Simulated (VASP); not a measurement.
Set up this calculation in VASP 6.6.1, as the native input.

* Task: relaxation of shape and atoms at fixed volume
* Functional: PBE
* Potentials or basis: VASP PAW PBE potentials, release 64 (Ti_sv)
* Cutoff: 600 eV
* k mesh: 15 × 15 × 8
* Occupations: methfessel-paxton, width 0.1 eV
* Spin: no spin polarisation
* Further INCAR settings: ALGO = Fast; EDIFF = 1e-07; IBRION = 2; EDIFFG = -0.01; NSW = 40; ISIF = 4

The structure of Ti lies in POSCAR:

```
Ti                                      
1.0
    2.8771187725      0.0000000000      0.0000000000
   -1.4385593862      2.4916579467     -0.0000000000
    0.0000000000     -0.0000000000      4.5502616884
  Ti            
     2
Direct
     0.3333333332999970    0.6666666667000030    0.2500000000000000
     0.6666666667000030    0.3333333332999970    0.7500000000000000
```

The cell isn't the ideal one: a relaxed cell with its volume scaled by 0.94.

The input as run:

INCAR

```
PREC     = Accurate       # precision mode
ENCUT    = 600            # plane-wave cutoff, eV
EDIFF    = 1E-7           # SCF threshold, eV
ISMEAR   = 1              # smearing method
SIGMA    = 0.1            # smearing width, eV
LREAL    = F              # projectors in reciprocal space
LASPH    = T              # aspherical terms in the spheres
NELM     = 80             # most SCF steps
ALGO     = Fast           # electronic algorithm
ISIF     = 4              # what is computed and relaxed
LWAVE    = F              # write WAVECAR
LCHARG   = F              # write CHGCAR
GGA      = PE             # functional
IBRION   = 2              # ionic algorithm
NSW      = 40             # ionic steps
EDIFFG   = -0.01          # ionic threshold
```

KPOINTS

```
regular mesh
0
Gamma
  15 15 8
```

Potentials or basis: VASP PAW PBE potentials, release 64 (Ti_sv).

Command:

```console
$ cat potpaw_PBE.64/Ti_sv/POTCAR > POTCAR
$ mpirun -np 1 vasp_std > vasp.out
```

Results of the run:

```yaml
Pressure_after_relaxing: 7.6 GPa
Band_gap_on_the_k_mesh: none (metal or under the smearing width)
```

Caveat: the relaxation stopped at its first step, so nothing moved.

Wall time 7.1 min on 1 thread of AMD EPYC 7R43 64-Core Processor (Zen 3), on a shared host, peak memory 0.16 GiB.
